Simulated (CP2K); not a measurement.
# Au (P6_3/mmc) in CP2K: a series of runs

One crystal, Au, is run at these levels: PBEsol, LDA; tasks: band structure.

All numbers are computed with CP2K 2026.2; they aren't measurements. Logs are shortened: lines on timing, memory, paths and dates and some standing lists are left out, and cuts for length are marked.

## (1) The crystal as given

The structure is hexagonal, space group P6_3/mmc (No. 194). The conventional cell has a = 2.900 Å, b = 2.900 Å, c = 4.880 Å, α = 90.00°, β = 90.00°, γ = 120.00°. Au (site symmetry -6m2) has 12 Au at 2.90 to 2.96 Å as nearest neighbours.

This isn't the form of Au at room conditions, which is fcc.

## (2) Band structure, PBEsol

Input file au_bands.inp:

```
&GLOBAL
  PROJECT au_bands
  RUN_TYPE ENERGY_FORCE
  PRINT_LEVEL LOW
&END GLOBAL
&FORCE_EVAL
  METHOD QS
  STRESS_TENSOR ANALYTICAL
  &DFT
    BASIS_SET_FILE_NAME BASIS_MOLOPT_UZH
    POTENTIAL_FILE_NAME POTENTIAL_UZH
    &MGRID
      CUTOFF 500
      REL_CUTOFF 60
      NGRIDS 4
    &END MGRID
    &QS
      METHOD GPW
      EPS_DEFAULT 1.0E-10
    &END QS
    &KPOINTS
      SCHEME MONKHORST-PACK 11 11 6
      GAMMA_CENTERED T
      SYMMETRY T
      SYMMETRY_BACKEND SPGLIB
    &END KPOINTS
    &SCF
      SCF_GUESS ATOMIC
      EPS_SCF 1.0E-6
      MAX_SCF 100
      ADDED_MOS 16
      CHOLESKY OFF
      EPS_EIGVAL 1.0E-7
      &DIAGONALIZATION ON
        ALGORITHM STANDARD
      &END DIAGONALIZATION
      &MIXING ON
        METHOD BROYDEN_MIXING
        ALPHA 0.4
        BETA 1.5
        NBUFFER 8
      &END MIXING
      &SMEAR ON
        METHOD FERMI_DIRAC
        ELECTRONIC_TEMPERATURE [K] 300.557
      &END SMEAR
    &END SCF
    &XC
      &XC_FUNCTIONAL
        &GGA_X_PBE_SOL
        &END GGA_X_PBE_SOL
        &GGA_C_PBE_SOL
        &END GGA_C_PBE_SOL
      &END XC_FUNCTIONAL
    &END XC
    &PRINT
      &KPOINTS ON
      &END KPOINTS
      &MULLIKEN ON
      &END MULLIKEN
      &MO ON
        ENERGIES T
        OCCUPATION_NUMBERS T
        &EACH
          QS_SCF 0
        &END EACH
        ADD_LAST NUMERIC
      &END MO
      &BAND_STRUCTURE
        FILE_NAME bands.bs
        ADDED_MOS 2
        &KPOINT_SET
          UNITS B_VECTOR
          NPOINTS 8
          SPECIAL_POINT GAMMA 0.00000000 0.00000000 0.00000000
          SPECIAL_POINT M 0.50000000 0.00000000 0.00000000
          SPECIAL_POINT K 0.33333333 0.33333333 0.00000000
          SPECIAL_POINT GAMMA 0.00000000 0.00000000 0.00000000
          SPECIAL_POINT A 0.00000000 0.00000000 0.50000000
          SPECIAL_POINT L 0.50000000 0.00000000 0.50000000
          SPECIAL_POINT H 0.33333333 0.33333333 0.50000000
          SPECIAL_POINT A 0.00000000 0.00000000 0.50000000
        &END KPOINT_SET
        &KPOINT_SET
          UNITS B_VECTOR
          NPOINTS 8
          SPECIAL_POINT L 0.50000000 0.00000000 0.50000000
          SPECIAL_POINT M 0.50000000 0.00000000 0.00000000
        &END KPOINT_SET
        &KPOINT_SET
          UNITS B_VECTOR
          NPOINTS 8
          SPECIAL_POINT K 0.33333333 0.33333333 0.00000000
          SPECIAL_POINT H 0.33333333 0.33333333 0.50000000
        &END KPOINT_SET
      &END BAND_STRUCTURE
    &END PRINT
  &END DFT
  &SUBSYS
    &CELL
      A 2.9000000000 0.0000000000 0.0000000000
      B -1.4500000000 2.5114736710 0.0000000000
      C 0.0000000000 0.0000000000 4.8800000000
      PERIODIC XYZ
    &END CELL
    &COORD
      SCALED
      Au  0.6666666667 0.3333333333 0.2500000000
      Au  0.3333333333 0.6666666667 0.7500000000
    &END COORD
    &KIND Au
      BASIS_SET TZVP-MOLOPT-PBE-GTH-q11
      POTENTIAL GTH-PBE-q11
    &END KIND
    &PRINT
      &ATOMIC_COORDINATES ON
      &END ATOMIC_COORDINATES
      &CELL ON
      &END CELL
    &END PRINT
  &END SUBSYS
  &PRINT
    &FORCES ON
    &END FORCES
    &STRESS_TENSOR ON
    &END STRESS_TENSOR
  &END PRINT
&END FORCE_EVAL
```

Potentials or basis: POTENTIAL_UZH Au GTH-PBE-q11; TZVP-MOLOPT-PBE-GTH basis.

Command:

```
$ OMP_NUM_THREADS=1 cp2k.psmp -i au_bands.inp -o au_bands.out
```

au_bands.out:

```text

 CP2K| version string:                                       CP2K version 2026.2
 CP2K| Input file name                                              au_bands.inp

 GLOBAL| Force Environment number                                              1
 GLOBAL| Basis set file name                                    BASIS_MOLOPT_UZH
 GLOBAL| Potential file name                                       POTENTIAL_UZH
 GLOBAL| MM Potential file name                                     MM_POTENTIAL
 GLOBAL| Coordinate file name                                      __STD_INPUT__
 GLOBAL| Method name                                                        CP2K
 GLOBAL| Project name                                                   au_bands
 GLOBAL| Run type                                                   ENERGY_FORCE
 GLOBAL| FFT library                                                       FFTW3
[... 8 lines left out ...]
 GLOBAL| CPU model name                                                  UNKNOWN

 CELL| Volume [angstrom^3]:                                            35.542375
 CELL| Vector a [angstrom]:       2.900     0.000     0.000   |a| =     2.900000
 CELL| Vector b [angstrom]:      -1.450     2.511     0.000   |b| =     2.900000
 CELL| Vector c [angstrom]:       0.000     0.000     4.880   |c| =     4.880000
 CELL| Angle (b,c), alpha [degree]:                                    90.000000
 CELL| Angle (a,c), beta  [degree]:                                    90.000000
 CELL| Angle (a,b), gamma [degree]:                                   120.000000
 CELL| Numerically orthorhombic:                                              NO
 CELL| Periodicity                                                           XYZ

 CELL_REF| Volume [angstrom^3]:                                        35.542375
 CELL_REF| Vector a [angstrom     2.900     0.000     0.000   |a| =     2.900000
 CELL_REF| Vector b [angstrom    -1.450     2.511     0.000   |b| =     2.900000
 CELL_REF| Vector c [angstrom     0.000     0.000     4.880   |c| =     4.880000
 CELL_REF| Angle (b,c), alpha [degree]:                                90.000000
 CELL_REF| Angle (a,c), beta  [degree]:                                90.000000
 CELL_REF| Angle (a,b), gamma [degree]:                               120.000000
 CELL_REF| Numerically orthorhombic:                                          NO
 CELL_REF| Periodicity                                                       XYZ
[... 9 lines left out ...]
 TOTAL NUMBERS AND MAXIMUM NUMBERS

  Total number of            - Atomic kinds:                                   1
                             - Atoms:                                          2
                             - Shell sets:                                     2
                             - Shells:                                        20
                             - Primitive Cartesian functions:                 12
                             - Cartesian basis functions:                     80
                             - Spherical basis functions:                     68

  Maximum angular momentum of- Orbital basis functions:                        3
                             - Local part of the GTH pseudopotential:          0
                             - Non-local part of the GTH pseudopotential:      4

 MODULE QUICKSTEP: ATOMIC COORDINATES IN ANGSTROM

   Atom Kind Element         X             Y             Z       Z(eff)     Mass
      1    1 Au   79      1.450000      0.837158      1.220000  11.0000 196.9666
      2    1 Au   79     -0.000000      1.674316      3.660000  11.0000 196.9666

 SCF PARAMETERS         Density guess:                                    ATOMIC
[... 9 lines left out ...]
                        --------------------------------------------------------
                        level_shift [a.u.]:                             0.000000
                        added MOs                                        16    0
                        --------------------------------------------------------
                        Mixing method:                            BROYDEN_MIXING
                                                charge density mixing in g-space
                        --------------------------------------------------------
                        Smear method:                                FERMI_DIRAC
                        Electronic temperature [K]:                        300.6
                        Electronic temperature [a.u.]:                  9.52E-04
                        Accuracy threshold:                             1.00E-10
                        --------------------------------------------------------
                        No outer SCF

 *******************************************************************************
                                    Kpoints
[... 15 lines left out ...]
[... 29 lines left out ...]
     9 Broy./Diag. 0.40E+00    8.2     0.00002799       -66.1796539356  2.08E-04
    10 Broy./Diag. 0.40E+00    7.9     0.00004048       -66.1796211738  3.28E-05
    11 Broy./Diag. 0.40E+00    8.1     0.00000218       -66.1796214494 -2.76E-07
    12 Broy./Diag. 0.40E+00    8.0     0.00000207       -66.1796278290 -6.38E-06
    13 Broy./Diag. 0.40E+00    8.0     0.00000015       -66.1796290076 -1.18E-06

  *** SCF run converged in    13 steps ***

  Electronic density on regular grids:        -21.9999999994        0.0000000006
  Core density on regular grids:               21.9999999965       -0.0000000035
  Total charge density on r-space grids:       -0.0000000029
  Total charge density g-space grids:          -0.0000000029

  Overlap energy of the core charge distribution:               0.00000000990362
  Self energy of the core charge distribution:               -115.57839144933858
  Core Hamiltonian energy:                                     36.59560022535842
  Hartree energy:                                              23.16092459316491
  Exchange-correlation energy:                                -10.35764368889881
  Electronic entropic energy:                                  -0.00011869777985
  Fermi energy:                                                 0.35674368907712

  Total energy:                                               -66.17962900757060
  Total energy (extrapolated to T->0):                        -66.17956965868068

 MO| EIGENVALUES AND OCCUPATION NUMBERS FOR K POINT 1
 MO|
 MO|  Index      Eigenvalue [a.u.]        Eigenvalue [eV]             Occupation
 MO|      1               0.108948               2.964621               2.000000
 MO|      2               0.124275               3.381693               2.000000
 MO|      3               0.150329               4.090649               2.000000
 MO|      4               0.156893               4.269271               2.000000
 MO|      5               0.202665               5.514797               2.000000
 MO|      6               0.239614               6.520234               2.000000
[... 448 lines left out ...]
 MO|     26               1.544687              42.033060               0.000000
 MO|     27               1.623113              44.167145               0.000000
 MO| Sum:                                                              22.000000
 MO| E(Fermi):            0.356744 a.u.          9.707489 eV

 [... the levels of further k-points ...]

 !-----------------------------------------------------------------------------!
                     Mulliken Population Analysis

 #  Atom  Element  Kind  Atomic population                           Net charge
       1     Au       1         10.999950                              0.000050
       2     Au       1         11.000050                             -0.000050
 # Total charge                             22.000000                 -0.000000

 !-----------------------------------------------------------------------------!

 KPOINTS| Band Structure Calculation
 KPOINTS| Number of k-point sets                                               3
 KPOINTS| Number of added MOs/bands                                            2
 KPOINTS| Number of k-points in set    1                                      57
 KPOINTS| In units of b-vector [2pi/Bohr]
 KPOINTS| Special point     1       GAMMA     0.000000     0.000000     0.000000
 KPOINTS| Special point     2           M     0.500000     0.000000     0.000000
 KPOINTS| Special point     3           K     0.333333     0.333333     0.000000
 KPOINTS| Special point     4       GAMMA     0.000000     0.000000     0.000000
 KPOINTS| Special point     5           A     0.000000     0.000000     0.500000
 KPOINTS| Special point     6           L     0.500000     0.000000     0.500000
 KPOINTS| Special point     7           H     0.333333     0.333333     0.500000
 KPOINTS| Special point     8           A     0.000000     0.000000     0.500000
 KPOINTS| Number of k-points in set    2                                       9
 KPOINTS| In units of b-vector [2pi/Bohr]
 KPOINTS| Special point     1           L     0.500000     0.000000     0.500000
 KPOINTS| Special point     2           M     0.500000     0.000000     0.000000
 KPOINTS| Number of k-points in set    3                                       9
 KPOINTS| In units of b-vector [2pi/Bohr]
 KPOINTS| Special point     1           K     0.333333     0.333333     0.000000
 KPOINTS| Special point     2           H     0.333333     0.333333     0.500000

 ENERGY| Total FORCE_EVAL ( QS ) energy [hartree]            -66.179628826185109

 FORCES| Atomic forces [hartree/bohr]
 FORCES|   Atom     x               y               z               |f|
 FORCES|      1  5.87160596E-10  2.39297103E-09 -7.80388464E-10   2.58458393E-09
 FORCES|      2 -5.87218019E-10 -2.39295061E-09  7.80397289E-10   2.58458073E-09
 FORCES| Sum    -5.74229181E-14  2.04148849E-14  8.82506701E-15
 FORCES| Total atomic force                                       6.15795490E-14

 STRESS| Analytical stress tensor [bar]
 STRESS|                        x                   y                   z
 STRESS|      x       -4.47159089424E+03   4.31357299873E-02   8.38908049822E-08
 STRESS|      y        4.31357299873E-02  -4.47153724918E+03  -7.91550481216E-07
 STRESS|      z        8.38908049822E-08  -7.91550481216E-07  -1.84814551005E+04
 STRESS| 1/3 Trace                                            -9.14152774796E+03
 STRESS| Determinant                                          -3.69534573891E+11

 STRESS| Eigenvectors and eigenvalues of the analytical stress tensor [bar]
 STRESS|                        1                   2                   3
 STRESS| Eigenvalues  -1.84814551005E+04  -4.47161486678E+03  -4.47151327664E+03
 STRESS|      x          -0.000000000006      0.874086325372      0.485770620558
 STRESS|      y           0.000000000056     -0.485770620558      0.874086325372
 STRESS|      z           1.000000000000      0.000000000033     -0.000000000046
```

Run time: 2.1 min. Hardware: 1 thread of Arm Neoverse V2, shared host; peak memory 0.42 GiB.

What came out:

```
Free energy            : -1800.8393 eV
Pressure               : -0.9 GPa
Band gap on the k mesh : none (metal or under the smearing width)
```

Levels at the corners of the path, in eV from the Fermi level:
```tsv
point	band 7	band 8	band 9	band 10	band 11	band 12	band 13	band 14	band 15	band 16
Γ	-4.11	-3.43	-3.43	-2.13	-2.13	-1.08	2.60	17.22	17.44	18.64
M	-3.59	-1.91	-1.81	-1.64	0.38	1.57	5.82	7.32	7.48	10.61
K	-3.61	-2.39	-2.39	-2.32	2.39	2.39	3.88	9.58	9.98	9.98
Γ	-4.11	-3.43	-3.43	-2.13	-2.13	-1.08	2.60	17.22	17.44	18.64
A	-4.44	-4.44	-2.57	-2.57	-2.57	-2.57	10.74	10.74	16.91	16.91
L	-2.35	-2.35	-1.71	-1.71	0.49	0.49	3.93	3.93	13.59	13.59
H	-3.58	-3.58	-2.07	-2.07	4.30	4.30	4.62	4.62	6.52	6.52
A	-4.44	-4.44	-2.57	-2.57	-2.57	-2.57	10.74	10.74	16.91	16.91
L	-2.35	-2.35	-1.71	-1.71	0.49	0.49	3.93	3.93	13.59	13.59
M	-3.59	-1.91	-1.81	-1.64	0.38	1.57	5.82	7.32	7.48	10.61
K	-3.61	-2.39	-2.39	-2.32	2.39	2.39	3.88	9.58	9.98	9.98
H	-3.58	-3.58	-2.07	-2.07	4.30	4.30	4.62	4.62	6.52	6.52
```

Caveat: the potentials were made for another functional, which shifts forces and pressure; spin-orbit coupling is left out, which moves the levels of the heavy elements; the basis of atomic orbitals isn't converged, which shifts pressures, moduli and gaps.

## (3) Band structure, LDA

Changes to au_bands.inp since step 2:

```diff
@@ -10,3 +10,3 @@
     BASIS_SET_FILE_NAME BASIS_MOLOPT_UZH
-    POTENTIAL_FILE_NAME POTENTIAL_UZH
+    POTENTIAL_FILE_NAME GTH_POTENTIALS
     &MGRID
@@ -14,3 +14,3 @@
       REL_CUTOFF 60
-      NGRIDS 4
+      NGRIDS 5
     &END MGRID
@@ -18,3 +18,3 @@
       METHOD GPW
-      EPS_DEFAULT 1.0E-10
+      EPS_DEFAULT 1.0E-9
     &END QS
@@ -44,3 +44,3 @@
         METHOD FERMI_DIRAC
-        ELECTRONIC_TEMPERATURE [K] 300.557
+        ELECTRONIC_TEMPERATURE [K] 1160.452
       &END SMEAR
@@ -49,6 +49,6 @@
       &XC_FUNCTIONAL
-        &GGA_X_PBE_SOL
-        &END GGA_X_PBE_SOL
-        &GGA_C_PBE_SOL
-        &END GGA_C_PBE_SOL
+        &LDA_X
+        &END LDA_X
+        &LDA_C_PW
+        &END LDA_C_PW
       &END XC_FUNCTIONAL
@@ -106,5 +106,4 @@
     &COORD
-      SCALED
-      Au  0.6666666667 0.3333333333 0.2500000000
-      Au  0.3333333333 0.6666666667 0.7500000000
+      Au  1.4500000001 0.8371578902 1.2200000000
+      Au  -0.0000000001 1.6743157808 3.6600000000
     &END COORD
@@ -112,3 +111,3 @@
       BASIS_SET TZVP-MOLOPT-PBE-GTH-q11
-      POTENTIAL GTH-PBE-q11
+      POTENTIAL GTH-PADE-q11
     &END KIND
```

Potentials or basis: GTH_POTENTIALS Au GTH-PADE-q11; TZVP-MOLOPT-PBE-GTH basis.

Command:

```
$ OMP_NUM_THREADS=1 cp2k.psmp -i au_bands.inp -o au_bands.out
```

Wall time 1.7 min (1 thread of Arm Neoverse V2, shared host); peak memory 0.39 GiB.

Results (log left out):

| Quantity | Value |
| --- | --- |
| Free energy | -1812.5005 eV |
| Pressure | -6.4 GPa |
| Band gap on the k mesh | none (metal or under the smearing width) |

Stress tensor (GPa, compression positive):
```
-6.23  0.00  0.00
 0.00 -6.23  0.00
 0.00  0.00 -6.73
```

Levels at the corners of the path, in eV from the Fermi level:
```tsv
point	band 8	band 9	band 10	band 11	band 12	band 13
Γ	-3.41	-3.41	-2.13	-2.13	-0.94	2.51
M	-1.92	-1.82	-1.65	0.42	1.54	5.81
K	-2.38	-2.38	-2.32	2.34	2.34	3.97
Γ	-3.41	-3.41	-2.13	-2.13	-0.94	2.51
A	-4.41	-2.57	-2.57	-2.57	-2.57	10.76
L	-2.33	-1.72	-1.72	0.59	0.59	3.83
H	-3.56	-2.07	-2.07	4.16	4.16	4.68
A	-4.41	-2.57	-2.57	-2.57	-2.57	10.76
L	-2.33	-1.72	-1.72	0.59	0.59	3.83
M	-1.92	-1.82	-1.65	0.42	1.54	5.81
K	-2.38	-2.38	-2.32	2.34	2.34	3.97
H	-3.56	-2.07	-2.07	4.16	4.16	4.68
```

Caveat: spin-orbit coupling is left out, which moves the levels of the heavy elements; the basis of atomic orbitals isn't converged, which shifts pressures, moduli and gaps.

## (4) The reference run

An earlier run on the cell as given: functional PBEsol; potentials or basis POTENTIAL_UZH Au GTH-PBE-q11; TZVP-MOLOPT-PBE-GTH basis; density cutoff 6803 eV; k mesh 11 × 11 × 6; occupations fermi-dirac, width 0.05 eV; no spin polarisation.

- Pressure: -0.9 GPa
- Band gap on the k mesh: none (metal or under the smearing width)

## (5) Overview

| task | level | potentials or basis | smearing | EPS_DEFAULT | NGRIDS | potentials | points a segment of the path (NPOINTS) | bands added on the path | gap on the mesh (eV) | pressure (GPa) |
| --- | --- | --- | --- | --- | --- | --- | --- | --- | --- | --- |
| band structure | PBEsol | POTENTIAL_UZH Au GTH-PBE-q11; TZVP-MOLOPT-PBE-GTH basis | fermi-dirac 0.0259 eV | 1.0E-10 | 4 | Au GTH-PBE-q11 of POTENTIAL_UZH | 8 | 2 | none | -0.9 |
| band structure | LDA | GTH_POTENTIALS Au GTH-PADE-q11; TZVP-MOLOPT-PBE-GTH basis | fermi-dirac 0.1 eV | 1.0E-9 | 5 | Au GTH-PADE-q11 of GTH_POTENTIALS | 8 | 2 | none | -6.4 |
| single point | PBEsol | POTENTIAL_UZH Au GTH-PBE-q11; TZVP-MOLOPT-PBE-GTH basis | fermi-dirac 0.05 eV | 1.0E-10 | 4 | Au GTH-PBE-q11 of POTENTIAL_UZH | - | - | none | -0.9 |

Alike in all rows: no spin polarisation; cell as given; k mesh 11 × 11 × 6.

Caveats: the basis of atomic orbitals isn't converged, which shifts pressures, moduli and gaps; the potentials were made for another functional, which shifts forces and pressure (some runs); spin-orbit coupling is left out, which moves the levels of the heavy elements (some runs).

Total energies depend on the potentials used, so only differences within one code and one set of settings carry meaning.
